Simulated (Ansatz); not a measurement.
# SrO: a single-point run

The task is a single-point run on SrO. The structure is shown as the input types it. The cell is built on a prototype (h-MgO type) and needn't be the phase found in nature.

Method: density functional or hybrid calculation with the settings of its input, plane waves (as first typed), in Ansatz 0.2.0.

3 further runs of the same task are left out: 3 that didn't finish.

## (1) The starting structure

It takes space group P6_3/mmc (No. 194, hexagonal). Conventional cell: a = 4.270 Å, b = 4.270 Å, c = 5.144 Å, α = 90.00°, β = 90.00°, γ = 120.00°. Around Sr (site symmetry -6m2) lie 5 O at 2.47 to 2.57 Å. O (site symmetry -6m2) is surrounded by 5 Sr at 2.47 to 2.57 Å.

As a file:

```
CELL_PARAMETERS angstrom
4.27003 0.00000 0.00000
-2.13501 3.69795 0.00000
0.00000 0.00000 5.14446
ATOMIC_POSITIONS crystal
Sr 0.33333 0.66667 0.25000
Sr 0.66667 0.33333 0.75000
O 0.66667 0.33333 0.25000
O 0.33333 0.66667 0.75000
```

## (2) The run

input.yaml

```yaml
crystal:
  lattice:
    - [4.2700252809, 0.0, 0.0]
    - [-2.1350126404, 3.697950368, 0.0]
    - [0.0, 0.0, 5.1444569793]
  atoms:
    - { symbol: Sr, position: [0.3333333333, 0.6666666667, 0.25] }
    - { symbol: Sr, position: [0.6666666667, 0.3333333333, 0.75] }
    - { symbol: O, position: [0.6666666667, 0.3333333333, 0.25] }
    - { symbol: O, position: [0.3333333333, 0.6666666667, 0.75] }
kpoints:
  mp_grid: { grid: [6, 6, 4] }
hamiltonian:
  xc: pbe
scf:
  occupations: { method: methfessel_paxton, width: 1.5 }
  n_extra_bands: 5
output:
  forces: true
  stress: true
  eigenvalues: true
```

Command:

```bash
$ ansatz run input.yaml --threads 4 --pin off --max-ram 3686MiB --backend cpu --events-out ev --progress --plain --runs-dir out
```

**Question.** How will this run end, and is anything wrong with its input?

The run converged and reported no error. Convergence says nothing about whether the input makes sense.

In the input, scf.occupations.method is methfessel_paxton; scf.occupations.width is 1.5. Occupations are smeared over electronvolts, wider than many features of the bands.

To check: delete scf.occupations.width (the default then holds) and set scf.occupations.method to fixed.
